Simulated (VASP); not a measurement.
## InP in VASP 6.6.1, single-point calculation

INCAR

```
LASPH = .TRUE.
ENCUT = 520
ISMEAR = 0
NELM = 63
METAGGA = R2SCAN
EDIFF = 1E-7
NBANDS = 16
PREC = Accurate
LCHARG = .FALSE.
LREAL = .FALSE.
ALGO = Normal
SIGMA = 0.01
ISPIN = 2
ISIF = 2
MAGMOM = 0.5 0.5
LWAVE = .FALSE.
IBRION = -1
NSW = 0
```

KPOINTS

```
KPOINTS created by Atomic Simulation Environment
0
Gamma
8 8 8
0 0 0
```

POSCAR

```
In P
 1.0000000000000000
     0.0000000000000000    2.8651740058000001    2.8651740058000001
     2.8651740058000001    0.0000000000000000    2.8651740058000001
     2.8651740058000001    2.8651740058000001    0.0000000000000000
 In  P
   1   1
Cartesian
  0.0000000000000000  0.0000000000000000  0.0000000000000000
  1.4325870029000001  1.4325870029000001  1.4325870029000001
```

The recommended PBE PAW datasets give the neutral cell 18 valence electrons.

Command

```
mpirun -np 1 vasp_std
```

OSZICAR

```
N       E                     dE             d eps       ncg     rms          rms(c)
DAV:   1     0.918068065138E+02    0.91807E+02   -0.83342E+03  1864   0.127E+03
DAV:   2    -0.279539195903E+02   -0.11976E+03   -0.11445E+03  2128   0.316E+02
DAV:   3    -0.354581117461E+02   -0.75042E+01   -0.74754E+01  2392   0.773E+01
DAV:   4    -0.356631241191E+02   -0.20501E+00   -0.20497E+00  2512   0.133E+01
DAV:   5    -0.356718704743E+02   -0.87464E-02   -0.87462E-02  2744   0.229E+00    0.889E+00
DAV:   6    -0.322108412546E+02    0.34610E+01   -0.16571E+00  2416   0.297E+01    0.447E+00
DAV:   7    -0.321933217158E+02    0.17520E-01   -0.27551E-01  2272   0.380E+00    0.338E+00
DAV:   8    -0.321986818100E+02   -0.53601E-02   -0.24983E-02  2464   0.128E+00    0.199E+00
DAV:   9    -0.322006340495E+02   -0.19522E-02   -0.22660E-03  2280   0.425E-01    0.843E-01
DAV:  10    -0.322010543149E+02   -0.42027E-03   -0.12632E-03  2248   0.317E-01    0.206E-01
DAV:  11    -0.322009666625E+02    0.87652E-04   -0.34285E-04  2152   0.177E-01    0.600E-02
DAV:  12    -0.322009798070E+02   -0.13144E-04   -0.24262E-05  2488   0.570E-02    0.406E-02
DAV:  13    -0.322009940657E+02   -0.14259E-04   -0.21189E-05  2248   0.485E-02    0.272E-02
DAV:  14    -0.322009857309E+02    0.83348E-05   -0.33109E-06  2160   0.195E-02    0.536E-03
DAV:  15    -0.322009862706E+02   -0.53970E-06   -0.53766E-07  2808   0.905E-03    0.536E-03
DAV:  16    -0.322009863481E+02   -0.77477E-07   -0.36540E-08  1456   0.250E-03
   1 F= -.32200986E+02 E0= -.32200986E+02  d E =-.109047E-79  mag=    -0.0000
```

It converged. Results: pressure 7.5 GPa; magnetic moment of the cell 0.00 μB.

For comparison, a separate r²SCAN run of the intended cell, on usual settings and not on those above, gives a gap of 1.56 eV on its mesh and a pressure of 7.5 GPa.

The run above took about 2.8 min on one core of a shared host (Intel Xeon Platinum 8488C) and held 0.2 GiB at most.
